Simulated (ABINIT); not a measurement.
The system is Lu.

```
Lu
1.0
    -1.95411    1.95411    1.95411
     1.95411   -1.95411    1.95411
     1.95411    1.95411   -1.95411
Lu
1
Cartesian
  0.0000 0.0000 0.0000
```

This isn't the form of Lu at room conditions, which is hcp.

- Program: ABINIT 10.8.3 (patched build)
- Task: single point
- Functional: PBE
- Potentials or basis: JTH PAW PBE v2.0
- Cutoff: 626 eV
- k mesh: 10 × 10 × 10
- Occupations: fermi-dirac, width 0.05 eV
- Spin: no spin polarisation

On this cell: pressure -0.9 GPa; band gap on the k mesh none (metal or under the smearing width).

The same run follows on a disturbed copy (cell strained at random at fixed volume):

```
Lu
1.0
    -1.96151    1.98599    1.95506
     1.97238   -1.98057    1.96051
     1.91614    1.93521   -1.94964
Lu
1
Cartesian
  0.0208 -0.0095 0.0206
```

Problem. What changes?

Solution. The energy (extrapolated to zero smearing) moves by +1.5 meV/atom; pressure -1.0 GPa; band gap on the k mesh none (metal or under the smearing width).

Stress tensor (GPa, compression positive):
```
-0.98  0.67 -0.16
 0.67 -0.95 -0.07
-0.16 -0.07 -0.93
```
